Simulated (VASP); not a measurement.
# Cu (Fm-3m) in VASP: a series of runs

Aim: see how the results for Cu move with the level of theory and the settings. Levels: RPBE, PBE+D3(BJ). Tasks: relaxation of cell and atoms.

All numbers are computed with VASP 6.6.1; they aren't measurements. Logs are shortened: lines on timing, memory, paths and dates and some standing lists are left out, and cuts for length are marked.

### Step 1. The structure

It takes space group Fm-3m (No. 225, cubic). Conventional cell: a = 3.680 Å, b = 3.680 Å, c = 3.680 Å, α = 90.00°, β = 90.00°, γ = 90.00°. Around Cu (site symmetry m-3m) lie 12 Cu at 2.60 Å.

### Step 2. Relaxation of cell and atoms, RPBE

File INCAR:

```
SYSTEM = Cu
ALGO = Normal
EDIFF = 1E-7
EDIFFG = -0.005
ENCUT = 600
GGA = RP
IBRION = 2
ISIF = 3
ISMEAR = 1
LASPH = .True.
LCHARG = .False.
LREAL = .False.
LWAVE = .False.
NELM = 80
NSW = 90
PREC = Accurate
SIGMA = 0.1
```

File KPOINTS:

```
k-points
0
Gamma
  18 18 18
  0 0 0
```

File POSCAR:

```
Cu                                      
1.0
    0.0000000000      1.8402162191      1.8402162191
    1.8402162191      0.0000000000      1.8402162191
    1.8402162191      1.8402162191      0.0000000000
  Cu            
     1
Direct
     0.0000000000000000    0.0000000000000000    0.0000000000000000
```

Potentials or basis: VASP PAW PBE potentials, release 64 (Cu).

Started as:

```bash
$ cat potpaw_PBE.64/Cu/POTCAR > POTCAR
$ mpirun -np 1 vasp_std > vasp.out
```

OUTCAR:

```text
SYSTEM = Cu
   EDIFF = 1E-7
   EDIFFG = -0.005
   ENCUT = 600
   GGA = RP
   IBRION = 2
   ISIF = 3
   ISMEAR = 1
   LASPH = .True.
   LREAL = .False.
   NELM = 80
   NSW = 90
   PREC = Accurate

 ion  position               nearest neighbor table
   1  0.000  0.000  0.000-

  LATTYP: Found a face centered cubic cell.
 ALAT       =     3.6804324382

  Lattice vectors:

 A1 = (   0.0000000000,   1.8402162191,   1.8402162191)
 A2 = (   1.8402162191,   0.0000000000,   1.8402162191)
 A3 = (   1.8402162191,   1.8402162191,   0.0000000000)

Analysis of symmetry for initial positions (statically):
=====================================================================
 Subroutine PRICEL returns:
 Original cell was already a primitive cell.

 Routine SETGRP: Setting up the symmetry group for a
 face centered cubic supercell.

 Subroutine GETGRP returns: Found 48 space group operations
 (whereof 48 operations were pure point group operations)
 out of a pool of 48 trial point group operations.

The static configuration has the point symmetry O_h .

Analysis of symmetry for dynamics (positions and initial velocities):
=====================================================================
 Subroutine PRICEL returns:
 Original cell was already a primitive cell.

 Routine SETGRP: Setting up the symmetry group for a
 face centered cubic supercell.

 Subroutine GETGRP returns: Found 48 space group operations
 (whereof 48 operations were pure point group operations)
 out of a pool of 48 trial point group operations.

The dynamic configuration has the point symmetry O_h .

 Subroutine INISYM returns: Found 48 space group operations
 (whereof 48 operations are pure point group operations),
 and found     1 'primitive' translations

----------------------------------------------------------------------------------------

                                     Primitive cell

  volume of cell :      12.4634

  direct lattice vectors                    reciprocal lattice vectors
     0.000000000  1.840216219  1.840216219    -0.271707202  0.271707202  0.271707202
     1.840216219  0.000000000  1.840216219     0.271707202 -0.271707202  0.271707202
     1.840216219  1.840216219  0.000000000     0.271707202  0.271707202 -0.271707202

  length of vectors
     2.602458735  2.602458735  2.602458735     0.470610679  0.470610679  0.470610679

  position of ions in fractional coordinates (direct lattice)
     0.000000000  0.000000000  0.000000000

  ion indices of the primitive-cell ions
   primitive index   ion index
                 1           1

----------------------------------------------------------------------------------------

 KPOINTS: k-points

Automatic generation of k-mesh.
 Grid dimensions read from file:
 generate k-points for:   18   18   18

 Generating k-lattice:

  Cartesian coordinates                     Fractional coordinates (reciprocal lattice)
    -0.015094845  0.015094845  0.015094845     0.055555556  0.000000000  0.000000000
     0.015094845 -0.015094845  0.015094845     0.000000000  0.055555556  0.000000000
     0.015094845  0.015094845 -0.015094845     0.000000000  0.000000000  0.055555556

  Length of vectors
     0.026145038  0.026145038  0.026145038

  Shift w.r.t. Gamma in fractional coordinates (k-lattice)
     0.000000000  0.000000000  0.000000000

 Subroutine IBZKPT returns following result:
 ===========================================

 Found    195 irreducible k-points:

 Following reciprocal coordinates:
            Coordinates               Weight
  0.000000  0.000000  0.000000      1.000000
  0.055556  0.000000  0.000000      8.000000
  0.111111  0.000000  0.000000      8.000000
  0.166667  0.000000  0.000000      8.000000
  0.222222  0.000000  0.000000      8.000000
  0.277778  0.000000  0.000000      8.000000
[... 16 lines left out ...]
 -0.277778  0.055556  0.000000     24.000000
 -0.222222  0.055556  0.000000     24.000000
 [... further k-points ...]
   k-points           NKPTS =    195   k-points in BZ     NKDIM =    195   number of bands    NBANDS=      9
   number of dos      NEDOS =    301   number of ions     NIONS =      1
   total plane-waves  NPLWV =  13824
   dimension x,y,z NGX =    24 NGY =   24 NGZ =   24
   dimension x,y,z NGXF=    48 NGYF=   48 NGZF=   48
   ions per type =               1
   NGX,Y,Z   is equivalent  to a cutoff of  15.33, 15.33, 15.33 a.u.
   NGXF,Y,Z  is equivalent  to a cutoff of  30.66, 30.66, 30.66 a.u.
 SYSTEM =  Cu
   PREC   = accura    normal or accurate (medium, high low for compatibility)
   ISTART =      0    job   : 0-new  1-cont  2-samecut
   ICHARG =      2    charge: 1-file 2-atom 10-const
   ISPIN  =      1    spin polarized calculation?
   LNONCOLLINEAR =      F non collinear calculations
   LSORBIT =      F    spin-orbit coupling
   LASPH  =      T    aspherical Exc in radial PAW
   ENCUT  =  600.0 eV  44.10 Ry    6.64 a.u.   5.20  5.20  5.20*2*pi/ulx,y,z
   NELM   =     80;   NELMIN=  2; NELMDL= -5     # of ELM steps
   EDIFF  = 0.1E-06   stopping-criterion for ELM
   LREAL  =      F    real-space projection
   EDIFFG = -.5E-02   stopping-criterion for IOM
   NSW    =     90    number of steps for IOM
   IBRION =      2    ionic relax: 0-MD 1-quasi-New 2-CG
   NFREE  =      1    steps in history (QN), initial steepest desc. (CG)
   ISIF   =      3    stress and relaxation
   ISYM   =      2    0-nonsym 1-usesym 2-fastsym
   POTIM  = 0.5000    time-step for ionic-motion
   TEBEG  =    0.0;   TEEND  =   0.0 temperature during run
   PSTRESS=    0.0 pullay stress
   NELECT =      11.0000    total number of electrons
   NUPDOWN=      -1.0000    fix difference up-down
   EMIN   =  10.00;   EMAX   =-10.00  energy-range for DOS
   EFERMI =   0.00;   METHOD = LEGACY
   ISMEAR =     1;   SIGMA  =   0.10  broadening in eV -4-tet -1-fermi 0-gaus
   EFERMI_NEDOS =   21; number of points for ismear=-14 and -15
   IALGO  =     38    algorithm
   IMIX   =      4    mixing-type and parameters
     AMIX     =   0.40;   BMIX     =  1.00
     AMIX_MAG =   1.60;   BMIX_MAG =  1.00
  volume/ion in A,a.u.               =      12.46        84.11
  Fermi-wavevector in a.u.,A,eV,Ry     =   1.570339  2.967511 33.551504  2.465966
  Thomas-Fermi vector in A             =   2.672087
   LORBIT       =      0    0 simple, 1 ext, 2 COOP (PROOUT), +10 PAW based schemes
   GGA     = RP    functional components
   LHFCALC =     F    Hartree Fock is set to
   AEXX    =    0.0000 exact exchange contribution
   IVDW    =     0    specifies the selected vdW correction
   LEPSILON=     F    determine dielectric tensor
   LRPA    =     F    only Hartree local field effects (RPA)
 conjugate gradient relaxation of ions
 non-spin polarized calculation
 Methfessel and Paxton  Order N= 1 SIGMA  =   0.10
  energy-cutoff  :      600.00
  volume of cell :       12.46
 maximum number of plane-waves:       444
 NGX is ok and might be reduce to    24
   NGX = 11   NGY = 11   NGZ = 11

 number of electron      11.0000003 magnetization

 Free energy of the ion-electron system (eV)
  ---------------------------------------------------
  ext. energy  EPLUGINS =         0.00000000
  ---------------------------------------------------
  free energy    TOTEN  =        -3.25634558 eV

  energy without entropy =       -3.25640210  energy(sigma->0) =       -3.25636442

 E-fermi :   7.0628     XC(G=0): -12.2781

 val. band max:        7.0597864063   @ k =   0.5000   0.2778   0.1111
 cond. band min:       7.1244942489   @ k =   0.5000   0.1111   0.0000
 fundamental gap:      0.0647078425
 Fermi energy:         7.0628102488

 k-point     1 :       0.0000    0.0000    0.0000
  band No.  band energies     occupation
      1      -1.8454      2.00000
      2       4.2385      2.00000
      3       4.2385      2.00000
      4       4.2385      2.00000
      5       4.9915      2.00000
      6       4.9915      2.00000
      7      29.1958      0.00000
      8      31.5289      0.00000
      9      31.5289      0.00000

 k-point     2 :       0.0556    0.0000    0.0000
  band No.  band energies     occupation
      1      -1.7371      2.00000
      2       4.2166      2.00000
      3       4.2582      2.00000
      4       4.2582      2.00000
      5       4.9838      2.00000
      6       4.9838      2.00000
      7      28.4919      0.00000
      8      30.2587      0.00000
      9      31.1663      0.00000

 k-point     3 :       0.1111    0.0000    0.0000
  band No.  band energies     occupation
      1      -1.4158      2.00000
      2       4.1573      2.00000
      3       4.3093      2.00000
      4       4.3093      2.00000
      5       4.9680      2.00000
      6       4.9680      2.00000
      7      26.0212      0.00000
      8      29.7792      0.00000
      9      30.5059      0.00000

 k-point     4 :       0.1667    0.0000    0.0000
  band No.  band energies     occupation
      1      -0.8930      2.00000
      2       4.0793      2.00000
      3       4.3658      2.00000
      4       4.3658      2.00000
      5       4.9686      2.00000
      6       4.9686      2.00000
      7      23.2012      0.00000
      8      29.5410      0.00000
      9      29.8776      0.00000
[... 205 lines left out ...]
 k-point    22 :      -0.3333    0.0556    0.0000
  band No.  band energies     occupation
      1       1.7207      2.00000
      2       4.2718      2.00000
      3       4.2981      2.00000
      4       4.3190      2.00000
      5       5.2352      2.00000
      6       5.5181      2.00000
      7      14.6869      0.00000
      8      26.0193      0.00000
      9      28.8557      0.00000

 k-point    23 :      -0.2778    0.0556    0.0000
  band No.  band energies     occupation
      1       0.9802      2.00000
      2       4.0223      2.00000
      3       4.3367      2.00000
      4       4.3766      2.00000
      5       5.0801      2.00000
      6       5.3249      2.00000
      7      17.0582      0.00000
      8      26.1381      0.00000
      9      29.4754      0.00000

 k-point    24 :      -0.2222    0.0556    0.0000
  band No.  band energies     occupation
      1       0.1556      2.00000
      2       3.9734      2.00000
      3       4.3827      2.00000
      4       4.4176      2.00000
      5       4.9495      2.00000
      6       5.1728      2.00000
      7      19.6266      0.00000
      8      26.4234      0.00000
      9      30.1064      0.00000

 [... further k-points ...]

------------------------ aborting loop because EDIFF is reached ----------------------------------------

  FORCE on cell =-STRESS in cart. coord.  units (eV):
  Direction    XX          YY          ZZ          XY          YZ          ZX
  --------------------------------------------------------------------------------------
  -------------------------------------------------------------------------------------
  Total        0.0019137      0.0019137      0.0019137     -0.0000000     -0.0000000      0.0000000
  in kB        0.2460103      0.2460103      0.2460103     -0.0000000     -0.0000000      0.0000000
  external PRESSURE =       0.2460103 kB  Pullay stress =       0.0000000 kB

 VOLUME and BASIS-vectors are now :
 -----------------------------------------------------------------------------
  energy-cutoff  :      600.00
  volume of cell :       12.46
      direct lattice vectors                 reciprocal lattice vectors
     0.000000000  1.840216219  1.840216219    -0.271707202  0.271707202  0.271707202
     1.840216219  0.000000000  1.840216219     0.271707202 -0.271707202  0.271707202
     1.840216219  1.840216219  0.000000000     0.271707202  0.271707202 -0.271707202

 POSITION                                       TOTAL-FORCE (eV/Angst)
 -----------------------------------------------------------------------------------
      0.00000      0.00000      0.00000        -0.000000     -0.000000     -0.000000
 -----------------------------------------------------------------------------------
    total drift:                               -0.000000      0.000000      0.000000

  FREE ENERGIE OF THE ION-ELECTRON SYSTEM (eV)
  ---------------------------------------------------
  free  energy   TOTEN  =        -3.2563455820 eV

  energy  without entropy=       -3.2564021023  energy(sigma->0) =       -3.25636442

 reached required accuracy - stopping structural energy minimisation
```

Wall time 13 s (1 thread of Intel Xeon Platinum 8488C (Sapphire Rapids), shared host); peak memory 0.15 GiB.

Results:

```
Free energy             : -3.2563 eV
Pressure after relaxing : 0.0 GPa
Band gap on the k mesh  : none (metal or under the smearing width)
```

Final structure:
```yaml
crystal:
  lattice:
    - [0.00000, 1.84022, 1.84022]
    - [1.84022, 0.00000, 1.84022]
    - [1.84022, 1.84022, 0.00000]
  atoms:
    - { symbol: Cu, position: [0.00000, 0.00000, 0.00000] }
```

Caveat: the relaxation stopped at its first step, so nothing moved; the PAW data sets were made with another functional, which shifts forces and pressure a little.

### Step 3. Relaxation of cell and atoms, PBE+D3(BJ)

This run uses another cell than the first one, of 11.81 Å³/atom, 0.948 times its volume.

File INCAR:

```
PREC     = Accurate       # precision mode
ENCUT    = 600            # plane-wave cutoff, eV
EDIFF    = 1E-6           # SCF threshold, eV
ISMEAR   = 1              # smearing method
SIGMA    = 0.1            # smearing width, eV
LREAL    = F              # projectors in reciprocal space
LASPH    = T              # aspherical terms in the spheres
NELM     = 80             # most SCF steps
ALGO     = Normal         # electronic algorithm
ISIF     = 3              # what is computed and relaxed
LWAVE    = F              # write WAVECAR
LCHARG   = F              # write CHGCAR
GGA      = PE             # functional
IVDW     = 12             # dispersion correction
IBRION   = 2              # ionic algorithm
NSW      = 90             # ionic steps
EDIFFG   = -0.01          # ionic threshold
```

File KPOINTS:

```
Automatic mesh
0
Gamma
  18 18 18
```

File POSCAR:

```
Cu
1.0
    0.0000000000      1.8075000000      1.8075000000
    1.8075000000      0.0000000000      1.8075000000
    1.8075000000      1.8075000000      0.0000000000
Cu
1
Direct
    0.0000000000      0.0000000000      0.0000000000
```

Potentials or basis: VASP PAW PBE potentials, release 64 (Cu).

Started as:

```bash
$ cat potpaw_PBE.64/Cu/POTCAR > POTCAR
$ mpirun -np 1 vasp_std > vasp.out
```

Wall time 31 s (1 thread of AMD EPYC 7R13 (Zen 3), shared host); peak memory 0.13 GiB.

Results (log left out):

```
Free energy                            : -4.3183 eV
Relaxed volume                         : 11.36 Å³/atom
Relaxed cell                           : a = 2.523 Å, b = 2.523 Å, c = 2.523 Å, α = 60.00°, β = 60.00°, γ = 60.00°
Space group after relaxing (to 0.05 Å) : Fm-3m (No. 225)
Energy gained by relaxing              : 8.4 meV/atom
Ionic steps                            : 3
Pressure after relaxing                : 0.0 GPa
Band gap on the k mesh                 : none (metal or under the smearing width)
Dispersion energy per atom             : -0.607 eV
```

The path:
| step | energy change (eV) | largest force (eV/Å) | pressure (GPa) | volume (Å³) |
| --- | --- | --- | --- | --- |
| 1 | 0.0000 | 0.0000 | -5.65 | 11.81 |
| 2 | -0.0057 | 0.0000 | 3.79 | 11.11 |
| 3 | -0.0084 | 0.0000 | 0.01 | 11.36 |

Final structure:
```
Cu
1.0
     0.00000    1.78399    1.78399
     1.78399    0.00000    1.78399
     1.78399    1.78399    0.00000
Cu
1
Direct
  0.00000 0.00000 0.00000
```

Levels at points of the mesh, in eV from the Fermi level:
```csv
k point,band 4,band 5,band 6,band 7,band 8,band 9
"(0.00, 0.00, 0.00)",-3.12,-2.24,-2.24,22.94,25.89,25.89
"(0.50, 0.00, 0.00)",-1.64,-1.64,-1.09,3.99,21.41,22.72
"(0.50, 0.50, 0.00)",-1.49,-1.49,1.50,7.42,13.42,13.42
```

Caveat: pairwise dispersion overbinds metals, which lowers pressure and volume.
